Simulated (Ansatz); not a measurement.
Zr, omega (AlB2-type): how the functional moves the structure

All rows: Ansatz, plane waves with scalar-relativistic PAW, 420 eV (500 eV for the SCAN forms), relaxed under each functional, no dispersion correction, no zero-point motion. B₀ comes from uniform scaling at fixed shape; a dash is a value not given.

| functional | V (Å³/atom) | cell | B₀ (GPa) | magnetic state | ΔE to hcp (meV/atom) |
| --- | --- | --- | --- | --- | --- |
| PBE | 23.10 | a = 5.042 Å, c = 3.148 Å (c/a = 0.624) | 95 | non-magnetic | -1 |
| PBEsol | 22.21 | a = 4.976 Å, c = 3.107 Å (c/a = 0.624) | 102 | spin not included | -9 |
| LDA | 21.58 | a = 4.927 Å, c = 3.079 Å (c/a = 0.625) | 108 | spin not included | -15 |
| revPBE | 23.53 | a = 5.077 Å, c = 3.162 Å (c/a = 0.623) | 92 | spin not included | 3 |
| RPBE | 23.68 | a = 5.089 Å, c = 3.168 Å (c/a = 0.623) | 91 | spin not included | 5 |
| BLYP | 23.93 | a = 5.107 Å, c = 3.178 Å (c/a = 0.622) | 90 | spin not included | 7 |

Problem. What does r²SCAN give?

Solution. V (Å³/atom): 23.13; cell: a = 5.040 Å, c = 3.154 Å (c/a = 0.626); B₀ (GPa): 97; magnetic state: non-magnetic; ΔE to hcp (meV/atom): -13.
